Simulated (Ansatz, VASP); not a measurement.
**Ti: VASP beside Ansatz**

```
CELL_PARAMETERS angstrom
-1.64100 1.64100 1.64100
1.64100 -1.64100 1.64100
1.64100 1.64100 -1.64100
ATOMIC_POSITIONS crystal
Ti 0.00000 0.00000 0.00000
```

This isn't the form of Ti at room conditions, which is hcp.

Alike in both runs: task single point; functional PBEsol; k mesh 22 × 22 × 22; occupations gaussian, width 0.15 eV; no spin polarisation.

|  | VASP | Ansatz |
| --- | --- | --- |
| version | VASP 6.6.1 | Ansatz 0.2.0 |
| potentials or method | VASP PAW PBE potentials, release 64 (Ti_sv) | scalar-relativistic, plane waves, PAW |
| plane-wave cutoff (eV) | 520 | 420 |
| valence electrons in the cell | 12 | 12 |

```csv
,VASP,Ansatz,Ansatz less VASP
gap on the k mesh at the Fermi level (eV),none,none,-
pressure (GPa),-6.8,-6.7,+0.18
```

A gap of «none» marks a metal or a gap that the smearing closes. The functional is the same, so the differences come from potentials, cutoffs and numerics.

Caveats: the PAW data sets were made with another functional, which shifts forces and pressure a little (VASP).
